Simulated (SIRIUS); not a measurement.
# ZrS2: single point with PBE

The system is ZrS2.

```xyz
3
Lattice="3.6914 0.0000 0.0000 -1.8457 3.1968 0.0000 0.0000 0.0000 6.0411" Properties=species:S:1:pos:R:3 pbc="T T T"
Zr    0.0000    0.0000    0.0000
S     0.0000    2.1312    1.4372
S     1.8457    1.0656    4.6038
```

The cell is a database's computed one.

```json
{"Program": "SIRIUS 7.12.0", "Task": "single point", "Functional": "PBE", "Potentials or basis": "all-electron FP-LAPW", "Cutoff": "174 eV", "Basis": "apw+lo standard", "k mesh": "8 × 8 × 5", "Occupations": "fermi-dirac, width 0.05 eV", "Spin": "no spin polarisation", "Muffin tin radii": "S 2.22, Zr 2.46 bohr", "Basis cutoff (gk_cutoff)": "3.58 1/bohr", "Cutoff of density and potential (pw_cutoff)": "20 1/bohr", "lmax of the basis": "10", "lmax of density and potential": "8", "Valence relativity": "iora", "Core states": "S 1s, Zr 1s2s2p3s3p", "Local orbitals (radial functions)": "S 12, Zr 14", "Reference energy of the basis": "0.14 Ha", "Smallest sphere radius times basis cutoff": "7.95", "Start of the SCF": "LDA density"}
```

```json
{
 "Largest force": "0.034 eV/Å",
 "Band gap on the k mesh": "1.05 eV, indirect (least direct gap 1.64 eV)",
 "All electrons inside the program's atomic spheres": "Zr 37.51; S 14.64 (radii S 2.22, Zr 2.46 bohr)"
}
```

Forces in eV/Å, atoms in the order of the input:
```
Zr   0.000  0.000  0.000
S    0.000  0.000  0.034
S    0.000  0.000 -0.034
```

Levels at points of the mesh, in eV from the valence-band top:
| k point | band 22 | band 23 | band 24 | band 25 | band 26 | band 27 | band 28 | band 29 |
| --- | --- | --- | --- | --- | --- | --- | --- | --- |
| (0.00, 0.00, 0.00) | -2.77 | -0.09 | -0.09 | -0.05 | 1.59 | 1.59 | 2.43 | 5.00 |
| (0.50, 0.00, 0.00) | -2.44 | -2.34 | -1.65 | -1.17 | 1.20 | 3.25 | 3.51 | 5.68 |

Wall time 120 s on 1 thread of Arm Neoverse V2 (shared host), peak memory 0.66 GiB.

The gap isn't set beside the measured one, since this odd mesh misses points on the zone boundary.

Caveat: an odd mesh through Γ misses points on the zone boundary, where band edges often lie.
